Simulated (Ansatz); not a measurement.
# SrO, space group P6_3mc: an equation of state with a fit

Computed with Ansatz 0.2.0, Python API.

`eos_sro.py`:
```python
import logging
import sys
import warnings

import ansatz
import numpy as np
from pymatgen.analysis.eos import EOS

logging.basicConfig(stream=sys.stdout, format="%(levelname)s:%(name)s:%(message)s")
log = logging.getLogger("run")
log.setLevel(logging.INFO)

SETTINGS = {
    "occupations": "fermi_dirac",
    "width_ev": 0.01,
    "ecut": 500,
    "kgrid": (5, 5, 4),
}

VECTORS = np.array([
    [4.275466, 0.0, 0.0],
    [-2.137733, 3.702662, 0.0],
    [0.0, 0.0, 5.155595],
])
SITES = [
    ("Sr", (1 / 3, 2 / 3, 0.938128)),
    ("Sr", (2 / 3, 1 / 3, 0.438128)),
    ("O", (1 / 3, 2 / 3, 0.436872)),
    ("O", (2 / 3, 1 / 3, 0.936872)),
]


def on_lattice(cell):
    crystal = ansatz.Crystal(lattice=ansatz.Lattice.of(cell))
    for symbol, position in SITES:
        crystal = crystal.atom(symbol, position)
    return crystal

warnings.simplefilter("ignore", ansatz.DeckWarning)

volumes, energies = [], []
for scale in np.linspace(0.9, 1.1, 9):
    cell = VECTORS * scale ** (1 / 3)
    calc = (
        on_lattice(cell).calculation()
        .functional(ansatz.Functional.LDA)
        .occupations(SETTINGS["occupations"], width=SETTINGS["width_ev"])
        .basis(SETTINGS["ecut"])
        .kpoints(*SETTINGS["kgrid"])
    )
    summary = calc.run().report
    volumes.append(abs(np.linalg.det(cell)) / len(SITES))
    energies.append(summary["free_energy_ev"] / len(SITES))
    log.info(f"V = {volumes[-1]:8.4f} A^3/atom  F = {energies[-1]:.5f} eV/atom")

for form in ["birch_murnaghan", "murnaghan", "vinet"]:
    fit = EOS(eos_name=form).fit(volumes, energies)
    log.info(f"{form:18s} V0 {fit.v0:8.4f} A^3/atom  B0 {fit.b0_GPa:7.1f} GPa  B1 {fit.b1:5.2f}")
```

Output of `python eos_sro.py`:
```text
INFO:run:V =  18.3636 A^3/atom  F = -2001.31519 eV/atom
INFO:run:V =  18.8737 A^3/atom  F = -2001.32383 eV/atom
INFO:run:V =  19.3838 A^3/atom  F = -2001.32470 eV/atom
INFO:run:V =  19.8939 A^3/atom  F = -2001.31886 eV/atom
INFO:run:V =  20.4040 A^3/atom  F = -2001.30719 eV/atom
INFO:run:V =  20.9141 A^3/atom  F = -2001.29046 eV/atom
INFO:run:V =  21.4243 A^3/atom  F = -2001.26937 eV/atom
INFO:run:V =  21.9344 A^3/atom  F = -2001.24449 eV/atom
INFO:run:V =  22.4445 A^3/atom  F = -2001.21633 eV/atom
INFO:run:birch_murnaghan    V0  19.1881 A^3/atom  B0    83.8 GPa  B1  4.41
INFO:run:murnaghan          V0  19.1862 A^3/atom  B0    84.1 GPa  B1  4.69
INFO:run:vinet              V0  19.1888 A^3/atom  B0    83.7 GPa  B1  4.30
```

A third-order Birch-Murnaghan fit through the 9 points has its minimum at 19.19 Å³ an atom, 6.0 % below the typed cell, with a bulk modulus of 84 GPa and dB/dP = 4.4. From that minimum the energy rises by 10.0 meV an atom on the compressed side and 108.9 meV on the expanded side. The window is off centre, so dB/dP is rough.

What to keep in mind:
- Total energies depend on the potentials; only differences at equal settings carry meaning.
- Shape and fractional positions are held along the curve, so the bulk modulus is an upper value where they are free to relax, by a factor of two or more in layered or hydrogen-bonded cells.
- Within a few hundredths of an angstrom the cell has the higher group P6_3/mmc; the lower one is a small distortion.
- The structure comes from a database of computed cells and needn't be a stable or known phase.
- Wall time of the script: 23 s on 1 thread of Arm Neoverse V1, on a shared host, peak memory 0.47 GiB.
